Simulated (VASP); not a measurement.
# SiC (Moissanite 3C) (F-43m) in VASP: a series of runs

Aim: see how the results for SiC (Moissanite 3C) move with the level of theory and the settings. Levels: PBE+D4, PBE+rVV10, PBE+TS, PBE+MBD, PBEsol+D3. Tasks: relaxation of cell and atoms.

Program: VASP 6.6.1. These are calculated values, not measurements. Logs are shortened: lines on timing, memory, paths and dates and some standing lists are left out, and cuts for length are marked.

## 1. Starting point

The structure is cubic, space group F-43m (No. 216). Conventional cell: a = 4.358 Å, b = 4.358 Å, c = 4.358 Å, α = 90.00°, β = 90.00°, γ = 90.00°. Si (site symmetry -43m) has 4 C at 1.89 Å as nearest neighbours. C (site symmetry -43m) has 4 Si at 1.89 Å as nearest neighbours.

## 2. Relaxation of cell and atoms, PBE+D4

Input file INCAR:

```
SYSTEM = SiC
  PREC = Accurate
  ENCUT = 600
  EDIFF = 1E-6
  ISMEAR = -1
  SIGMA = 0.05
  LREAL = .FALSE.
  LASPH = .TRUE.
  NELM = 60
  ALGO = Normal
  ISIF = 3
  LWAVE = .FALSE.
  LCHARG = .FALSE.
  GGA = PE
  IVDW = 13
  IBRION = 2
  NSW = 40
  EDIFFG = -0.02
```

Input file KPOINTS:

```
Automatic mesh
0
G
  10 10 10
  0 0 0
```

Input file POSCAR:

```
SiC
1.0
    0.0000000000      2.1790000000      2.1790000000
    2.1790000000      0.0000000000      2.1790000000
    2.1790000000      2.1790000000      0.0000000000
Si C
1 1
Direct
    0.0000000000      0.0000000000      0.0000000000
    0.7500000000      0.7500000000      0.7500000000
```

Potentials or basis: VASP PAW PBE potentials, release 64 (Si, C).

On the command line:

```bash
> cat potpaw_PBE.64/Si/POTCAR potpaw_PBE.64/C/POTCAR > POTCAR
> mpirun -np 1 vasp_std > vasp.out
```

OUTCAR:

```text
SYSTEM = SiC
   PREC = Accurate
   ENCUT = 600
   EDIFF = 1E-6
   ISMEAR = -1
   LREAL = .FALSE.
   LASPH = .TRUE.
   NELM = 60
   ISIF = 3
   GGA = PE
   IVDW = 13
   IBRION = 2
   NSW = 40
   EDIFFG = -0.02

 ion  position               nearest neighbor table
   1  0.000  0.000  0.000-   2 1.89   2 1.89   2 1.89   2 1.89
   2  0.750  0.750  0.750-   1 1.89   1 1.89   1 1.89   1 1.89

  LATTYP: Found a face centered cubic cell.
 ALAT       =     4.3580000000

  Lattice vectors:

 A1 = (   0.0000000000,   2.1790000000,   2.1790000000)
 A2 = (   2.1790000000,   0.0000000000,   2.1790000000)
 A3 = (   2.1790000000,   2.1790000000,   0.0000000000)

Analysis of symmetry for initial positions (statically):
=====================================================================
 Subroutine PRICEL returns:
 Original cell was already a primitive cell.

 Routine SETGRP: Setting up the symmetry group for a
 face centered cubic supercell.

 Subroutine GETGRP returns: Found 24 space group operations
 (whereof 24 operations were pure point group operations)
 out of a pool of 48 trial point group operations.

The static configuration has the point symmetry T_d .

Analysis of symmetry for dynamics (positions and initial velocities):
=====================================================================
 Subroutine PRICEL returns:
 Original cell was already a primitive cell.

 Routine SETGRP: Setting up the symmetry group for a
 face centered cubic supercell.

 Subroutine GETGRP returns: Found 24 space group operations
 (whereof 24 operations were pure point group operations)
 out of a pool of 48 trial point group operations.

The dynamic configuration has the point symmetry T_d .

 Subroutine INISYM returns: Found 24 space group operations
 (whereof 24 operations are pure point group operations),
 and found     1 'primitive' translations

----------------------------------------------------------------------------------------

                                     Primitive cell

  volume of cell :      20.6920

  direct lattice vectors                    reciprocal lattice vectors
     0.000000000  2.179000000  2.179000000    -0.229463056  0.229463056  0.229463056
     2.179000000  0.000000000  2.179000000     0.229463056 -0.229463056  0.229463056
     2.179000000  2.179000000  0.000000000     0.229463056  0.229463056 -0.229463056

  length of vectors
     3.081571352  3.081571352  3.081571352     0.397441672  0.397441672  0.397441672

  position of ions in fractional coordinates (direct lattice)
     0.000000000  0.000000000  0.000000000
     0.750000000  0.750000000  0.750000000

  ion indices of the primitive-cell ions
   primitive index   ion index
                 1           1
                 2           2

[... 68 lines left out ...]
   LASPH  =      T    aspherical Exc in radial PAW
   ENCUT  =  600.0 eV  44.10 Ry    6.64 a.u.   6.15  6.15  6.15*2*pi/ulx,y,z
   NELM   =     60;   NELMIN=  2; NELMDL= -5     # of ELM steps
   EDIFF  = 0.1E-05   stopping-criterion for ELM
   LREAL  =      F    real-space projection
   EDIFFG = -.2E-01   stopping-criterion for IOM
   NSW    =     40    number of steps for IOM
   IBRION =      2    ionic relax: 0-MD 1-quasi-New 2-CG
   NFREE  =      1    steps in history (QN), initial steepest desc. (CG)
   ISIF   =      3    stress and relaxation
   ISYM   =      2    0-nonsym 1-usesym 2-fastsym
   POTIM  = 0.5000    time-step for ionic-motion
   TEBEG  =    0.0;   TEEND  =   0.0 temperature during run
   PSTRESS=    0.0 pullay stress
   NELECT =       8.0000    total number of electrons
   NUPDOWN=      -1.0000    fix difference up-down
   EMIN   =  10.00;   EMAX   =-10.00  energy-range for DOS
   EFERMI =   0.00;   METHOD = LEGACY
   ISMEAR =    -1;   SIGMA  =   0.05  broadening in eV -4-tet -1-fermi 0-gaus
   EFERMI_NEDOS =   21; number of points for ismear=-14 and -15
   IALGO  =     38    algorithm
   IMIX   =      4    mixing-type and parameters
     AMIX     =   0.40;   BMIX     =  1.00
     AMIX_MAG =   1.60;   BMIX_MAG =  1.00
  volume/ion in A,a.u.               =      10.35        69.82
  Fermi-wavevector in a.u.,A,eV,Ry     =   1.192626  2.253736 19.352338  1.422357
  Thomas-Fermi vector in A             =   2.328660
   LORBIT       =      0    0 simple, 1 ext, 2 COOP (PROOUT), +10 PAW based schemes
   GGA     = PE    functional components
   LHFCALC =     F    Hartree Fock is set to
   AEXX    =    0.0000 exact exchange contribution
   IVDW    =    13    specifies the selected vdW correction
   LEPSILON=     F    determine dielectric tensor
   LRPA    =     F    only Hartree local field effects (RPA)
 conjugate gradient relaxation of ions
 non-spin polarized calculation
  energy-cutoff  :      600.00
  volume of cell :       20.69
 maximum number of plane-waves:       701
 NGX is ok and might be reduce to    28
   NGX = 13   NGY = 13   NGZ = 13

--------------------------------------- Ionic step        1  -------------------------------------------

 number of electron       8.0000000 magnetization

 Free energy of the ion-electron system (eV)
  ---------------------------------------------------
  ext. energy  EPLUGINS =         0.00000000
  ---------------------------------------------------
  free energy    TOTEN  =       -15.05911966 eV

  energy without entropy =      -15.05911964  energy(sigma->0) =      -15.05911965

------------------------ aborting loop because EDIFF is reached ----------------------------------------

  DFT-D4 for vdW energy calculation

  Edisp (eV):   -0.65848
[... 71 lines left out ...]
--------------------------------------- Ionic step        3  -------------------------------------------

 number of electron       8.0000000 magnetization

 Free energy of the ion-electron system (eV)
  ---------------------------------------------------
  ext. energy  EPLUGINS =         0.00000000
  ---------------------------------------------------
  free energy    TOTEN  =       -15.05640576 eV

  energy without entropy =      -15.05640574  energy(sigma->0) =      -15.05640575

 E-fermi :   8.8656     XC(G=0): -11.3810

 val. band max:        8.1702355848   @ k =   0.0000   0.0000   0.0000
 cond. band min:       9.5222667040   @ k =   0.5000   0.5000   0.0000
 fundamental gap:      1.3520311192
 Fermi energy:         8.8656388064

 k-point     1 :       0.0000    0.0000    0.0000
  band No.  band energies     occupation
      1      -7.2776      2.00000
      2       8.1702      2.00000
      3       8.1702      2.00000
      4       8.1702      2.00000
      5      14.4705      0.00000
      6      15.5179      0.00000
      7      15.5179      0.00000
      8      15.5179      0.00000
[... 243 lines left out ...]
 k-point    24 :       0.4000    0.3000    0.0000
  band No.  band energies     occupation
      1      -4.1215      2.00000
      2       2.5840      2.00000
      3       5.0080      2.00000
      4       5.5370      2.00000
      5      11.0448      0.00000
      6      13.8191      0.00000
      7      19.8537      0.00000
      8      20.1568      0.00000

 [... further k-points ...]

------------------------ aborting loop because EDIFF is reached ----------------------------------------

  DFT-D4 for vdW energy calculation

  Edisp (eV):   -0.66166
[... 25 lines left out ...]
  FREE ENERGIE OF THE ION-ELECTRON SYSTEM (eV)
  ---------------------------------------------------
  free  energy   TOTEN  =       -15.7180698564 eV

  energy  without entropy=      -15.7180698384  energy(sigma->0) =      -15.71806985

 reached required accuracy - stopping structural energy minimisation
```

It took 19 s on 1 thread of Intel Xeon Platinum 8375C at 2.90GHz (Ice Lake), shared host; peak memory 0.15 GiB.

What came out:

- Free energy: -15.7181 eV
- Relaxed volume: 10.29 Å³/atom
- Relaxed cell: a = 3.076 Å, b = 3.076 Å, c = 3.076 Å, α = 60.00°, β = 60.00°, γ = 60.00°
- Space group after relaxing (to 0.05 Å): F-43m (No. 216)
- Energy gained by relaxing: 0.2 meV/atom
- Ionic steps: 3
- Pressure after relaxing: 0.1 GPa
- Band gap on the k mesh: 1.35 eV, indirect (least direct gap 4.55 eV)
- Dispersion energy per atom: -0.331 eV

Step by step:
```
step  energy change (eV)  largest force (eV/Å)  pressure (GPa)  volume (Å³)
   1              0.0000                0.0000           -1.14        20.69
   2             -0.0001                0.0000            1.19        20.47
   3             -0.0005                0.0000            0.09        20.57
```

Final structure:
```xyz
2
Lattice="0.0000 2.1749 2.1749 2.1749 0.0000 2.1749 2.1749 2.1749 0.0000" Properties=species:S:1:pos:R:3 pbc="T T T"
Si    0.0000    0.0000    0.0000
C     3.2623    3.2623    3.2623
```

Levels at points of the mesh, in eV from the valence-band top:
```csv
k point,band 1,band 2,band 3,band 4,band 5,band 6,band 7,band 8
"(0.00, 0.00, 0.00)",-15.45,0.00,0.00,0.00,6.30,7.35,7.35,7.35
"(0.50, 0.00, 0.00)",-11.86,-8.57,-1.05,-1.05,5.49,7.25,7.25,10.09
"(0.50, 0.50, 0.00)",-10.40,-7.81,-3.20,-3.20,1.35,4.34,14.10,14.10
```

A k mesh can miss the band edges. A hybrid or GW would open this gap; PBE tends to underestimate it.

## 3. Relaxation of cell and atoms, PBE+rVV10

Input file INCAR:

```
SYSTEM = SiC
PREC = Accurate
ENCUT = 600
EDIFF = 1E-7
ISMEAR = -1
SIGMA = 0.05
LREAL = .False.
LASPH = .True.
NELM = 60
ALGO = Normal
ISIF = 3
LWAVE = .False.
LCHARG = .False.
GGA = PE
LUSE_VDW = .True.
IVDW_NL = 2
BPARAM = 10.0
CPARAM = 0.0093
IBRION = 2
NSW = 60
EDIFFG = -0.005
```

Input file KPOINTS:

```
regular mesh
0
Gamma
  10 10 10
  0 0 0
```

POSCAR is that of step 2.

Potentials or basis: VASP PAW PBE potentials, release 64 (Si, C).

On the command line:

```bash
> cat potpaw_PBE.64/Si/POTCAR potpaw_PBE.64/C/POTCAR > POTCAR
> mpirun -np 1 vasp_std > vasp.out
```

OUTCAR:

```text
SYSTEM = SiC
   PREC = Accurate
   ENCUT = 600
   EDIFF = 1E-7
   ISMEAR = -1
   LREAL = .False.
   LASPH = .True.
   NELM = 60
   ISIF = 3
   GGA = PE
   IVDW_NL = 2
   BPARAM = 10.0
   IBRION = 2
   NSW = 60
   EDIFFG = -0.005

 ion  position               nearest neighbor table
   1  0.000  0.000  0.000-   2 1.89   2 1.89   2 1.89   2 1.89
   2  0.750  0.750  0.750-   1 1.89   1 1.89   1 1.89   1 1.89

  LATTYP: Found a face centered cubic cell.
 ALAT       =     4.3580000000

  Lattice vectors:

 A1 = (   0.0000000000,   2.1790000000,   2.1790000000)
 A2 = (   2.1790000000,   0.0000000000,   2.1790000000)
 A3 = (   2.1790000000,   2.1790000000,   0.0000000000)

[... 262 lines left out ...]

 val. band max:        7.9878109045   @ k =   0.0000   0.0000   0.0000
 cond. band min:       9.3129262776   @ k =   0.5000   0.5000   0.0000
 fundamental gap:      1.3251153732
 Fermi energy:         8.6697229801

 k-point     1 :       0.0000    0.0000    0.0000
  band No.  band energies     occupation
      1      -7.3477      2.00000
      2       7.9878      2.00000
      3       7.9878      2.00000
      4       7.9878      2.00000
      5      14.0706      0.00000
      6      15.2116      0.00000
      7      15.2116      0.00000
      8      15.2116      0.00000
[... 243 lines left out ...]
 k-point    24 :       0.4000    0.3000    0.0000
  band No.  band energies     occupation
      1      -4.2294      2.00000
      2       2.4139      2.00000
      3       4.8483      2.00000
      4       5.3741      2.00000
      5      10.8132      0.00000
      6      13.5351      0.00000
      7      19.4797      0.00000
      8      19.8072      0.00000

 [... further k-points ...]

------------------------ aborting loop because EDIFF is reached ----------------------------------------

  FORCE on cell =-STRESS in cart. coord.  units (eV):
  Direction    XX          YY          ZZ          XY          YZ          ZX
  --------------------------------------------------------------------------------------
  -------------------------------------------------------------------------------------
  Total        0.0007513      0.0007513      0.0007513      0.0000000      0.0000000      0.0000000
  in kB        0.0575694      0.0575694      0.0575694      0.0000000      0.0000000      0.0000000
  external PRESSURE =       0.0575694 kB  Pullay stress =       0.0000000 kB
[... 17 lines left out ...]
  FREE ENERGIE OF THE ION-ELECTRON SYSTEM (eV)
  ---------------------------------------------------
  free  energy   TOTEN  =       -14.9260688282 eV

  energy  without entropy=      -14.9260688053  energy(sigma->0) =      -14.92606882

 reached required accuracy - stopping structural energy minimisation
```

CONTCAR:

```text
SiC
   1.00000000000000
     0.0000000000000000    2.1865689294694546    2.1865689294694546
     2.1865689294694546   -0.0000000000000000    2.1865689294694546
     2.1865689294694546    2.1865689294694546   -0.0000000000000000
  Si              C
     1     1
Direct
     0.0000000000000000    0.0000000000000000    0.0000000000000000
     0.7500000000000000    0.7500000000000000    0.7500000000000000

  0.00000000E+00  0.00000000E+00  0.00000000E+00
  0.00000000E+00  0.00000000E+00  0.00000000E+00
```

Wall time 87 s (1 thread of Intel Xeon Platinum 8375C at 2.90GHz (Ice Lake), shared host); peak memory 0.25 GiB.

What came out:

- Free energy: -14.9261 eV
- Relaxed volume: 10.45 Å³/atom
- Relaxed cell: a = 3.092 Å, b = 3.092 Å, c = 3.092 Å, α = 60.00°, β = 60.00°, γ = 60.00°
- Space group after relaxing (to 0.05 Å): F-43m (No. 216)
- Energy gained by relaxing: 0.8 meV/atom
- Ionic steps: 3
- Pressure after relaxing: 0.0 GPa
- Band gap on the k mesh: 1.33 eV, indirect (least direct gap 4.50 eV)

Step by step:
| step | energy change (eV) | largest force (eV/Å) | pressure (GPa) | volume (Å³) |
| --- | --- | --- | --- | --- |
| 1 | 0.0000 | 0.0000 | 2.29 | 20.69 |
| 2 | 0.0001 | 0.0000 | -2.28 | 21.14 |
| 3 | -0.0015 | 0.0000 | 0.01 | 20.91 |

Final structure:
```
Si C
1.0
     0.00000    2.18657    2.18657
     2.18657    0.00000    2.18657
     2.18657    2.18657    0.00000
Si C
1 1
Direct
  0.00000 0.00000 0.00000
  0.75000 0.75000 0.75000
```

A k mesh can miss the band edges. Zero-point motion and thermal expansion aren't in these numbers.

[end of part 1 of 2]
